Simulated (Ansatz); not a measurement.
Crystal: HfO2.

```
Hf O
1.0
     4.81353    0.00000    0.00000
     0.00000    4.81353    0.00000
     0.00000    0.00000    3.20542
Hf O
2 4
Direct
  0.50000 0.50000 0.50000
  0.00000 0.00000 0.00000
  0.80504 0.19496 0.50000
  0.69496 0.69496 0.00000
  0.30504 0.30504 0.00000
  0.19496 0.80504 0.50000
```

Measurements of this composition are mostly on another form, of space group No. 14.

| Property | Result |
| --- | --- |
| Program | Ansatz 0.2.0 |
| Task | relaxation of cell and atoms |
| Functional | RPBE |
| Dispersion | D3(BJ) |
| Potentials or basis | Ansatz PAW |
| Cutoff | 420 eV (not typed: the program's choice for these potentials) |
| k mesh | 6 × 6 × 8 |
| Occupations | fermi-dirac, width 0.05 eV |
| Spin | no spin polarisation |

At the start: volume 12.38 Å³/atom.

Where does the relaxation end?

It ends after 7 steps and the volume is 12.14 Å³/atom (-2.0 %); space group P4_2/mnm (No. 136, to 0.05 Å).

Step by step:
| step | energy change (eV) | largest force (eV/Å) | volume (Å³) |
| --- | --- | --- | --- |
| 1 | 0.0000 | 0.1078 | 74.27 |
| 2 | -0.0273 | 0.1233 | 72.68 |
| 3 | -0.0284 | 0.0151 | 72.83 |
| 4 | -0.0283 | 0.0033 | 72.87 |
| 5 | -0.0235 | 0.0036 | 72.87 |
| 6 | -0.0237 | 0.0001 | 72.82 |
| 7 | -0.0235 | 0.0002 | 72.82 |

Final structure:
```cif
data_structure
_symmetry_space_group_name_H-M 'P 1'
_symmetry_Int_Tables_number 1
_cell_length_a 4.7626
_cell_length_b 4.7626
_cell_length_c 3.2104
_cell_angle_alpha 90.000
_cell_angle_beta 90.000
_cell_angle_gamma 90.000
_cell_volume 72.82
loop_
_atom_site_label
_atom_site_type_symbol
_atom_site_fract_x
_atom_site_fract_y
_atom_site_fract_z
_atom_site_occupancy
Hf1 Hf 0.50000 0.50000 0.50000 1
Hf2 Hf 0.00000 0.00000 0.00000 1
O1 O 0.80470 0.19530 0.50000 1
O2 O 0.69530 0.69530 0.00000 1
O3 O 0.30470 0.30470 0.00000 1
O4 O 0.19530 0.80470 0.50000 1
```

Caveat: the plane-wave basis is chosen anew once the cell has moved, so the energies of steps on either side of that aren't comparable; the pressure holds a Pulay correction of +0.6 GPa for the finite cutoff; the PAW data sets come from PBE, with cores solved anew for the run's functional, which leaves a small shift of forces and pressure.
